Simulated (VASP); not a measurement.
SiO2 (Stishovite): relaxation of shape and atoms at fixed volume with PBEsol

The system is SiO2 (Stishovite).

```
CELL_PARAMETERS angstrom
4.13539 0.00000 0.00000
0.00000 4.13539 0.00000
0.00000 0.00000 2.64645
ATOMIC_POSITIONS crystal
Si 0.00000 0.00000 0.00000
Si 0.50000 0.50000 0.50000
O 0.30582 0.30582 0.00000
O 0.19418 0.80582 0.50000
O 0.69418 0.69418 0.00000
O 0.80582 0.19418 0.50000
```

The cell isn't the ideal one: a relaxed cell with its volume scaled by 0.96.

```
Program                : VASP 6.6.1
Task                   : relaxation of shape and atoms at fixed volume
Functional             : PBEsol
Potentials or basis    : VASP PAW PBE potentials, release 64 (Si, O)
Cutoff                 : 600 eV
k mesh                 : 8 × 8 × 10
Occupations            : gaussian, width 0.03 eV
Spin                   : no spin polarisation
Further INCAR settings : ALGO = Fast; EDIFF = 1e-07; IBRION = 2; EDIFFG = -0.01; NSW = 40; ISIF = 4
```

```yaml
Energy_gained_by_relaxing: 1.1 meV/atom
Ionic_steps: 4
Pressure_after_relaxing: 13.1 GPa
Largest_force_after_relaxing: 0.008 eV/Å
Band_gap_on_the_k_mesh: 5.99 eV, direct
```

Forces on the atoms (eV/Å):
```
Si   0.000  0.000  0.000
Si   0.000  0.000  0.000
O   -0.006 -0.006  0.000
O    0.006 -0.006  0.000
O    0.006  0.006  0.000
O   -0.006  0.006  0.000
```

Stress tensor (GPa, compression positive):
```
13.17  0.00  0.00
 0.00 13.17  0.00
 0.00  0.00 12.85
```

The path:
```
step  energy change (eV)  largest force (eV/Å)  pressure (GPa)
   1              0.0000                0.2785           14.16
   2             -0.0048                0.1815           12.68
   3             -0.0063                0.0316           13.13
   4             -0.0066                0.0079           13.06
```

Final structure:
```
Si O
1.0
     4.12472    0.00000    0.00000
     0.00000    4.12472    0.00000
     0.00000    0.00000    2.66016
Si O
2 4
Cartesian
  0.0000 4.1247 2.6602
  2.0624 2.0624 1.3301
  1.2556 1.2556 0.0000
  0.8067 3.3180 1.3301
  2.8691 2.8691 2.6602
  3.3180 0.8067 1.3301
```

Levels at points of the mesh, in eV from the valence-band top:
| k point | band 12 | band 13 | band 14 | band 15 | band 16 | band 17 | band 18 | band 19 | band 20 |
| --- | --- | --- | --- | --- | --- | --- | --- | --- | --- |
| (0.00, 0.00, 0.00) | -3.29 | -2.53 | -0.92 | -0.92 | 0.00 | 5.99 | 6.50 | 8.40 | 8.40 |
| (0.50, 0.00, 0.00) | -4.11 | -2.78 | -2.78 | -1.09 | -1.09 | 7.94 | 7.94 | 9.00 | 9.00 |
| (0.50, 0.50, 0.00) | -3.44 | -2.88 | -2.88 | -2.39 | -2.39 | 7.62 | 7.62 | 10.10 | 10.10 |
| (0.00, 0.00, 0.50) | -4.84 | -3.35 | -3.35 | -2.81 | -2.81 | 9.39 | 9.39 | 12.69 | 12.69 |
| (0.50, 0.00, 0.50) | -4.23 | -2.36 | -2.36 | -1.86 | -1.86 | 8.93 | 8.93 | 10.14 | 10.14 |
| (0.50, 0.50, 0.50) | -4.59 | -1.77 | -1.77 | -1.65 | -1.65 | 7.36 | 7.36 | 11.14 | 11.14 |

Run time: 2.5 min on 2 MPI ranks on AMD EPYC 7R13 Processor (Zen 3), on a shared host, peak memory 0.19 GiB a rank.

Caveat: the PAW data sets were made with another functional, which shifts forces and pressure a little. A k mesh can miss the band edges.
